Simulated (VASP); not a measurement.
Here is a VASP 6.6.1 calculation.

File INCAR:

```
  PREC = Accurate
  ENCUT = 700
  EDIFF = 1E-6
  ISMEAR = 0
  SIGMA = 0.02
  LREAL = F
  LASPH = T
  NELM = 60
  ALGO = Normal
  ISIF = 2
  LWAVE = F
  LCHARG = F
  GGA = PS
```

File KPOINTS:

```
regular mesh
0
Gamma
  10 10 10
```

Contents of POSCAR:

```
BP
1.0
    0.0000000000      2.2605400000      2.2605400000
    2.2605400000      0.0000000000      2.2605400000
    2.2605400000      2.2605400000      0.0000000000
B P
1 1
Direct
    0.0000000000      0.0000000000      0.0000000000
    0.7500000000      0.7500000000      0.7500000000
```

Potentials or basis: VASP PAW PBE potentials, release 64 (B, P).

The run is started by

```bash
$ cat potpaw_PBE.64/B/POTCAR potpaw_PBE.64/P/POTCAR > POTCAR
$ mpirun -np 1 vasp_std > vasp.out
```

(1) What does it give for the pressure?

(2) What does it give for the band gap on the k mesh?

## Answers

(1) 0.0 GPa.

(2) 1.12 eV, indirect (least direct gap 3.37 eV).

Caveat: the PAW data sets were made with another functional, which shifts forces and pressure a little.
